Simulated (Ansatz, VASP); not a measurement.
One calculation of GaP2, two programs

```
Ga P
1.0
     2.55641    0.00000    0.00000
     0.00000    2.55641    0.00000
     0.00000    0.00000   15.52382
Ga P
2 4
Cartesian
  0.0000 0.0000 3.8810
  0.0000 0.0000 11.6429
  0.0000 0.0000 6.6200
  0.0000 0.0000 14.3819
  0.0000 0.0000 1.1419
  0.0000 0.0000 8.9038
```

Alike in both runs: task single point; functional PBE; k mesh 8 × 8 × 2; occupations gaussian, width 0.2 eV; no spin polarisation.

|  | VASP | Ansatz |
| --- | --- | --- |
| version | VASP 6.6.1 | Ansatz 0.2.0 |
| potentials or method | VASP PAW PBE potentials, release 64 (Ga_d, P) | scalar-relativistic, plane waves, PAW |
| plane-wave cutoff (eV) | 520 | 420 |
| valence electrons in the cell | 46 | 46 |

```tsv
	VASP	Ansatz	Ansatz less VASP
gap on the k mesh at the Fermi level (eV)	none	none	-
pressure (GPa)	0.4	0.4	+0.04
largest component of the traceless stress (GPa)	1.92	1.83	-0.091
rms of the force components (eV/Å)	0.056	0.073	+0.0171
```

Atom by atom the forces differ by 0.017 eV/Å (rms over components). A gap of «none» marks a metal or a gap that the smearing closes. The functional is the same, so the differences come from potentials, cutoffs and numerics.
